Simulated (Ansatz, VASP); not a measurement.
# BAs in VASP and in Ansatz

```
B As
1.0
     0.00000    2.40963    2.40963
     2.40963    0.00000    2.40963
     2.40963    2.40963    0.00000
B As
1 1
Direct
  0.25000 0.25000 0.25000
  0.00000 0.00000 0.00000
```

Alike in both runs: task relaxation of cell and atoms; functional r2SCAN; k mesh 10 × 10 × 10; occupations gaussian, width 0.02 eV; no spin polarisation.

|  | VASP | Ansatz |
| --- | --- | --- |
| version | VASP 6.6.1 | Ansatz 0.2.0 |
| potentials or method | VASP PAW PBE potentials, release 64 (B, As) | scalar-relativistic, plane waves, PAW |
| plane-wave cutoff (eV) | 600 | 500 |
| valence electrons in the cell | 8 | 18 |

|  | VASP | Ansatz | Ansatz less VASP |
| --- | --- | --- | --- |
| gap on the k mesh at the Fermi level, each at its own relaxed structure (eV) | 1.38 | 1.37 | -0.002 |
| relaxed volume (Å³/atom) | 13.71 | 13.68 | -0.024 |
| relaxed cell length with the largest relative difference (Å) | 3.384 | 3.383 | -0.0020 |
| energy change over the relaxation (meV/atom) | -3 | -3 | -0.4 |

The two sets of potentials don't hold the same shells in valence.

Caveats: the PAW data sets were made with another functional, which shifts forces and pressure a little (VASP). r2SCAN opens gaps a little over a GGA but as a rule still falls short of measured ones. A k mesh can miss the band edges.
